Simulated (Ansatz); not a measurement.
Here is an Ansatz 0.2.0 calculation.

The input input.yaml:

```yaml
crystal:
  lattice:
    - [2.7513778946, 0.0, 0.0]
    - [-1.3756889473, 2.3827631521, 0.0]
    - [0.0, 0.0, 4.46229]
  atoms:
    - { symbol: Ir, position: [0.3333333333, 0.6666666667, 0.25] }
    - { symbol: Ir, position: [0.6666666667, 0.3333333333, 0.75] }
hamiltonian:
  xc: pbe
  pseudopotentials: { kind: paw }
kpoints:
  mp_grid: { grid: [11, 11, 6] }
scf:
  occupations: { method: fermi_dirac, width: 0.05 }
output:
  forces: true
  stress: true
  eigenvalues: true
relax:
  f_tol: 0.01
  max_steps: 40
  cell: { stress_tol: 0.05 }
```

Potentials or basis: Ansatz PAW.

Launch:

```sh
$ ansatz run input.yaml --threads 2 --pin off --max-ram 5632MiB --backend cpu --events-out ev --progress --plain --runs-dir out
```

(1) Predict the space group after relaxing (to 0.05 Å).

(2) What does it give for the relaxed cell?

(3) Predict the band gap on the k mesh.

(4) Predict the relaxed volume.

## Answers

(1) P6_3/mmc (No. 194).

(2) a = 2.749 Å, b = 2.749 Å, c = 4.453 Å, α = 90.00°, β = 90.00°, γ = 120.00°.

(3) none (metal or under the smearing width).

(4) 14.57 Å³/atom.
